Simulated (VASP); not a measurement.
# GaAs (F-43m) in VASP: notebook

One crystal, GaAs, is run at these levels: PBE; tasks: G0W0 quasiparticle levels.

Program: VASP 6.6.1. These are calculated values, not measurements. Logs are shortened: lines on timing, memory, paths and dates and some standing lists are left out, and cuts for length are marked.

## 1. Starting point

Symmetry: F-43m, No. 216, cubic system. Conventional cell: a = 5.654 Å, b = 5.654 Å, c = 5.654 Å, α = 90.00°, β = 90.00°, γ = 90.00°. As (site symmetry -43m) has 4 Ga at 2.45 Å as nearest neighbours. Ga (site symmetry -43m) is surrounded by 4 As at 2.45 Å.

## 2. G0W0 quasiparticle levels, PBE

POSCAR reads:

```
GaAs
1.0
    0.0000000000      2.8268500000      2.8268500000
    2.8268500000      0.0000000000      2.8268500000
    2.8268500000      2.8268500000      0.0000000000
As Ga
1 1
Direct
    0.7500000000      0.7500000000      0.7500000000
    0.0000000000      0.0000000000      0.0000000000
```

INCAR.step1 reads:

```
  PREC = Accurate
  ENCUT = 450
  EDIFF = 1E-8
  ISMEAR = 0
  SIGMA = 0.01
  LREAL = False
  LASPH = True
  NELM = 100
  ALGO = Fast
  LWAVE = True
  LCHARG = False
  GGA = PE
```

INCAR.step2 reads:

```
  PREC = Accurate
  ENCUT = 450
  EDIFF = 1E-8
  ISMEAR = 0
  SIGMA = 0.01
  LREAL = False
  LASPH = True
  NELM = 1
  ALGO = Exact
  LWAVE = True
  LCHARG = False
  GGA = PE
  NBANDS = 63
  LOPTICS = True
  ISTART = 1
```

INCAR.step3 reads:

```
  PREC = Accurate
  ENCUT = 450
  EDIFF = 1E-8
  ISMEAR = 0
  SIGMA = 0.01
  LREAL = False
  LASPH = True
  ALGO = EVGW0
  LWAVE = False
  LCHARG = False
  GGA = PE
  NELMGW = 1
  NBANDS = 63
  ENCUTGW = 260
  NOMEGA = 48
  PRECFOCK = Fast
  ISTART = 1
  NBANDSGW = 17
```

KPOINTS reads:

```
Automatic mesh
0
Gamma
  3 3 3
```

Potentials or basis: VASP PAW PBE potentials, release 64 (As_GW, Ga_d_GW).

Started as:

```console
$ cat potpaw_PBE.64/As_GW/POTCAR potpaw_PBE.64/Ga_d_GW/POTCAR > POTCAR
$ cp INCAR.step1 INCAR
$ mpirun -np 1 vasp_std > vasp.out
$ cp INCAR.step2 INCAR
$ mpirun -np 1 vasp_std > vasp.out
$ cp INCAR.step3 INCAR
$ mpirun -np 1 vasp_std > vasp.out
```

OUTCAR:

```text
PREC = Accurate
   ENCUT = 450
   EDIFF = 1E-8
   ISMEAR = 0
   LREAL = False
   LASPH = True
   GGA = PE
   NELMGW = 1
   ENCUTGW = 260
   PRECFOCK = Fast
   ISTART = 1

 Found      4 irreducible k-points:

 Following reciprocal coordinates:
            Coordinates               Weight
  0.000000  0.000000  0.000000      1.000000
  0.333333  0.000000  0.000000      8.000000
  0.333333  0.333333  0.000000      6.000000
 -0.333333  0.333333  0.000000     12.000000
   k-points           NKPTS =      4   k-points in BZ     NKDIM =     27   number of bands    NBANDS=     63
   number of dos      NEDOS =    301   number of ions     NIONS =      2
   total plane-waves  NPLWV =  21952
   dimension x,y,z NGX =    28 NGY =   28 NGZ =   28
   dimension x,y,z NGXF=    56 NGYF=   56 NGZF=   56
   ions per type =               1   1
   NGX,Y,Z   is equivalent  to a cutoff of  11.64, 11.64, 11.64 a.u.
   NGXF,Y,Z  is equivalent  to a cutoff of  23.29, 23.29, 23.29 a.u.
 SYSTEM =  unknown system
   PREC   = accura    normal or accurate (medium, high low for compatibility)
   ISTART =      1    job   : 0-new  1-cont  2-samecut
   ICHARG =      0    charge: 1-file 2-atom 10-const
   ISPIN  =      1    spin polarized calculation?
   LNONCOLLINEAR =      F non collinear calculations
   LSORBIT =      F    spin-orbit coupling
   LASPH  =      T    aspherical Exc in radial PAW
   ENCUT  =  450.0 eV  33.07 Ry    5.75 a.u.   6.91  6.91  6.91*2*pi/ulx,y,z
   NELM   =     60;   NELMIN=  2; NELMDL=  0     # of ELM steps
   EDIFF  = 0.1E-07   stopping-criterion for ELM
   LREAL  =      F    real-space projection
   EDIFFG = 0.1E-06   stopping-criterion for IOM
   NSW    =      0    number of steps for IOM
   IBRION =     -1    ionic relax: 0-MD 1-quasi-New 2-CG
   NFREE  =      0    steps in history (QN), initial steepest desc. (CG)
   ISIF   =      0    stress and relaxation
   ISYM   =      3    0-nonsym 1-usesym 2-fastsym
   POTIM  = 0.5000    time-step for ionic-motion
   TEBEG  =    0.0;   TEEND  =   0.0 temperature during run
   PSTRESS=    0.0 pullay stress
   NELECT =      18.0000    total number of electrons
   NUPDOWN=      -1.0000    fix difference up-down
   EMIN   =  10.00;   EMAX   =-10.00  energy-range for DOS
   EFERMI =   0.00;   METHOD = LEGACY
   ISMEAR =     0;   SIGMA  =   0.01  broadening in eV -4-tet -1-fermi 0-gaus
   EFERMI_NEDOS =   21; number of points for ismear=-14 and -15
   IALGO  =     38    algorithm
   IMIX   =      4    mixing-type and parameters
     AMIX     =   0.40;   BMIX     =  1.00
     AMIX_MAG =   1.60;   BMIX_MAG =  1.00
  volume/ion in A,a.u.               =      22.59       152.44
  Fermi-wavevector in a.u.,A,eV,Ry     =   1.204628  2.276417 19.743799  1.451128
  Thomas-Fermi vector in A             =   2.340347
   LORBIT       =      0    0 simple, 1 ext, 2 COOP (PROOUT), +10 PAW based schemes
   GGA     = PE    functional components
   LHFCALC =     T    Hartree Fock is set to
   PRECFOCK=fast      Normal, Fast or Accurate (Low or Medium for compatibility)
   ENCUT4O =  -1.0   cutoff for four orbital integrals eV
   NKREDX  =     1    reduce k-point grid by
   NKREDY  =     1    reduce k-point grid by
   NKREDZ  =     1    reduce k-point grid by
   AEXX    =    1.0000 exact exchange contribution
   HFSCREEN=    0.0000 screening length (either q_TF or 0.3 A-1)
   HFSCREENC=   0.0000 screening length for correlation (either q_TF or 0.3 A-1)
   ENCUTFOCK=  -1.0 apply spherical cutoff to Coloumb kernel
   IVDW    =     0    specifies the selected vdW correction
   LEPSILON=     F    determine dielectric tensor
   LRPA    =     F    only Hartree local field effects (RPA)
   LRPAFORCE           =     F    calculate RPA forces
   ENCUTGW             = 260.0    cutoff for response function in eV
   ENCUTGWSOFT         = 208.0    soft cutoff for Coulomb kernel in GW response function in eV
   ENCUTLF             =  -1.0    cutoff for local field effects
   NELMGW              =     1    number of iterations in solving QP/BSE equation
   NELMHF              =     1    number of iterations in the inner HF iteration
   NKREDLFX            =     1    NKREDLFY  =   1   NKREDLFZ  =   1
 non-spin polarized calculation
 Gauss-broadening in eV      SIGMA  =   0.01
  energy-cutoff  :      450.00
  volume of cell :       45.18
 maximum number of plane-waves:      1002
  NGX = 16; NGY = 16; NGZ = 16
   NGX = 13   NGY = 13   NGZ = 13
 maximum number of plane-waves:       432

 QP shifts <psi_nk| G(iteration)W_0 |psi_nk>: iteration 1
 for sc-GW calculations column KS-energies equals QP-energies in previous step
 and V_xc(KS)=  KS-energies - (<T + V_ion + V_H > + <T+V_H+V_ion>^1  + <V_x>^1)

 k-point   1 :       0.0000    0.0000    0.0000
  band No.  KS-energies  QP-energies   sigma(KS)   V_xc(KS)     V^pw_x(r,r')   Z            occupation Imag(sigma)

      1     -10.9652     -13.0086     -24.7093     -21.7129     -35.0607       0.6819       2.0000       0.4365
      2     -10.9652     -13.0086     -24.7093     -21.7129     -35.0607       0.6819       2.0000       0.4365
      3     -10.9652     -13.0086     -24.7093     -21.7129     -35.0607       0.6819       2.0000       0.4365
      4     -10.8897     -12.9503     -24.8302     -21.8097     -35.1532       0.6822       2.0000       0.4043
      5     -10.8897     -12.9503     -24.8302     -21.8097     -35.1532       0.6822       2.0000       0.4043
      6      -8.7613      -9.1155     -11.6341     -11.1300     -18.0691       0.7027       2.0000       1.1590
      7       3.9713       3.6965     -12.2235     -11.8698     -14.0635       0.7768       2.0000       0.1003
      8       3.9713       3.6965     -12.2235     -11.8698     -14.0635       0.7768       2.0000       0.1003
      9       3.9713       3.6965     -12.2235     -11.8698     -14.0635       0.7768       2.0000       0.1003
     10       4.4573       5.1554     -10.5815     -11.4832      -6.6663       0.7743       0.0000      -0.0754
     11       7.6163       7.8392      -9.6969      -9.9879      -5.4197       0.7661       0.0000      -0.1274
     12       7.6163       7.8392      -9.6969      -9.9879      -5.4197       0.7661       0.0000      -0.1274
     13       7.6163       7.8392      -9.6969      -9.9879      -5.4197       0.7661       0.0000      -0.1274
     14      11.5523      11.5336      -7.7531      -7.7298      -2.4984       0.7991       0.0000      -0.3311
     15      14.0011      14.1801      -9.5820      -9.8151      -4.4894       0.7678       0.0000      -0.3203
     16      14.0011      14.1801      -9.5820      -9.8151      -4.4894       0.7678       0.0000      -0.3203
     17      15.4490      15.3796      -7.7289      -7.6397      -2.1672       0.7769       0.0000      -0.4724

 k-point   2 :       0.3333    0.0000    0.0000
  band No.  KS-energies  QP-energies   sigma(KS)   V_xc(KS)     V^pw_x(r,r')   Z            occupation Imag(sigma)

      1     -11.0225     -13.0155     -24.3563     -21.4304     -34.6357       0.6812       2.0000       0.4547
      2     -10.9498     -12.9991     -24.7405     -21.7414     -35.0934       0.6833       2.0000       0.4337
      3     -10.9498     -12.9991     -24.7405     -21.7414     -35.0934       0.6833       2.0000       0.4337
      4     -10.8879     -12.9519     -24.8335     -21.8152     -35.1625       0.6838       2.0000       0.4036
      5     -10.8879     -12.9519     -24.8335     -21.8152     -35.1625       0.6838       2.0000       0.4036
      6      -7.6086      -7.9511     -12.2075     -11.7148     -18.3635       0.6950       2.0000       0.9536
      7      -1.4488      -1.8227     -11.3391     -10.8374     -14.4461       0.7453       2.0000       0.2721
      8       3.0286       2.7055     -11.8750     -11.4535     -13.8354       0.7664       2.0000       0.1120
      9       3.0286       2.7055     -11.8750     -11.4535     -13.8354       0.7664       2.0000       0.1120
     10       5.1377       5.5376      -9.8870     -10.4001      -5.9540       0.7796       0.0000      -0.0843
     11       8.5903       8.7916      -9.6078      -9.8677      -5.1438       0.7743       0.0000      -0.1690
     12       8.5903       8.7916      -9.6078      -9.8677      -5.1438       0.7743       0.0000      -0.1690
     13      11.2089      11.4503      -9.5022      -9.8186      -4.4911       0.7631       0.0000      -0.2682
     14      12.7078      12.6476      -7.7293      -7.6528      -2.4677       0.7869       0.0000      -0.3508
     15      13.5616      13.6530      -9.1661      -9.2856      -3.9861       0.7651       0.0000      -0.3431
     16      13.5616      13.6530      -9.1661      -9.2856      -3.9861       0.7651       0.0000      -0.3431
     17      17.4297      17.6465      -9.1081      -9.3920      -3.0327       0.7638       0.0000      -0.6776

 k-point   3 :       0.3333    0.3333    0.0000
  band No.  KS-energies  QP-energies   sigma(KS)   V_xc(KS)     V^pw_x(r,r')   Z            occupation Imag(sigma)

      1     -11.0487     -13.0283     -24.3041     -21.3931     -34.5827       0.6800       2.0000       0.4588
      2     -10.9292     -12.9868     -24.7951     -21.7888     -35.1581       0.6844       2.0000       0.4303
      3     -10.9292     -12.9868     -24.7951     -21.7888     -35.1581       0.6844       2.0000       0.4303
      4     -10.9078     -12.9566     -24.7657     -21.7545     -35.0769       0.6804       2.0000       0.4059
      5     -10.8802     -12.9474     -24.8457     -21.8295     -35.1791       0.6854       2.0000       0.4013
      6      -7.1933      -7.5294     -12.2808     -11.7998     -18.2771       0.6989       2.0000       0.8923
      7      -1.4259      -1.7266     -11.8133     -11.4096     -14.9407       0.7447       2.0000       0.2600
      8       1.7146       1.3168     -11.3961     -10.8707     -13.6202       0.7571       2.0000       0.1348
      9       1.7146       1.3168     -11.3961     -10.8707     -13.6202       0.7571       2.0000       0.1348
     10       5.4859       5.5551      -9.0189      -9.1068      -5.0940       0.7870       0.0000      -0.0951
     11       6.5640       6.6970      -9.1511      -9.3214      -5.0308       0.7805       0.0000      -0.1155
     12      11.9413      12.3088     -10.2993     -10.7837      -5.0802       0.7586       0.0000      -0.3156
     13      11.9413      12.3088     -10.2993     -10.7837      -5.0802       0.7586       0.0000      -0.3156
     14      12.5969      12.9483      -9.6630     -10.1210      -4.5237       0.7671       0.0000      -0.3273
     15      15.7649      15.9361      -9.4952      -9.7170      -4.0094       0.7720       0.0000      -0.4756
     16      17.0271      17.1927      -8.8575      -9.0752      -2.9007       0.7608       0.0000      -0.6192
     17      19.2178      19.2040      -8.4138      -8.3959      -2.4711       0.7677       0.0000      -0.7839

 k-point   4 :      -0.3333    0.3333    0.0000
  band No.  KS-energies  QP-energies   sigma(KS)   V_xc(KS)     V^pw_x(r,r')   Z            occupation Imag(sigma)

      1     -11.0523     -13.0220     -24.2579     -21.3600     -34.5293       0.6797       2.0000       0.4630
      2     -10.9358     -12.9901     -24.7705     -21.7622     -35.1196       0.6829       2.0000       0.4261
      3     -10.9284     -12.9872     -24.7929     -21.7908     -35.1572       0.6858       2.0000       0.4313
      4     -10.8975     -12.9539     -24.8056     -21.7897     -35.1296       0.6819       2.0000       0.4042
      5     -10.8864     -12.9511     -24.8299     -21.8146     -35.1595       0.6847       2.0000       0.4021
      6      -6.4238      -6.7382     -12.7565     -12.3079     -18.5480       0.7006       2.0000       0.7838
      7      -2.5472      -2.9066     -11.4894     -10.9905     -15.0772       0.7205       2.0000       0.3267
      8      -0.0359      -0.5222     -10.6135      -9.9723     -13.0686       0.7585       2.0000       0.1976
      9       1.9876       1.6039     -11.5117     -11.0075     -13.6679       0.7611       2.0000       0.1276
     10       6.1535       6.2981      -9.1781      -9.3631      -5.1205       0.7819       0.0000      -0.1054
     11       9.8178      10.2038      -9.9572     -10.4613      -5.2140       0.7658       0.0000      -0.2285
     12      11.0723      11.3998      -9.8886     -10.3179      -4.8073       0.7629       0.0000      -0.2737
     13      11.4324      11.7908      -9.7570     -10.2308      -4.4954       0.7565       0.0000      -0.3129
     14      11.6957      11.7248      -9.2379      -9.2750      -4.5145       0.7832       0.0000      -0.2478
     15      13.5618      13.6247      -9.2032      -9.2847      -4.1458       0.7715       0.0000      -0.3318
     16      18.2111      18.3643      -8.7518      -8.9499      -2.7256       0.7735       0.0000      -0.7129
     17      18.6244      18.6611      -8.2212      -8.2679      -2.3578       0.7849       0.0000      -0.7138
```

It took 33 s on 1 thread of Intel Xeon 6975P-C (Granite Rapids), shared host; peak memory 0.45 GiB.

These settings aren't checked as converged: the numbers below hold their error.

Results:

```yaml
Band_gap_on_the_k_mesh_mean-field_level: 0.49 eV, direct
Quasiparticle_gap: 1.46 eV
Least_direct_quasiparticle_gap: 1.46 eV
```

Caveat: the k mesh is coarse (spacing up to 0.64 Å⁻¹), so the values aren't converged; bands, screening cutoff and mesh are small and nothing is extrapolated, so the quasiparticle values aren't converged.

(Part 1 of 2 ends here.)
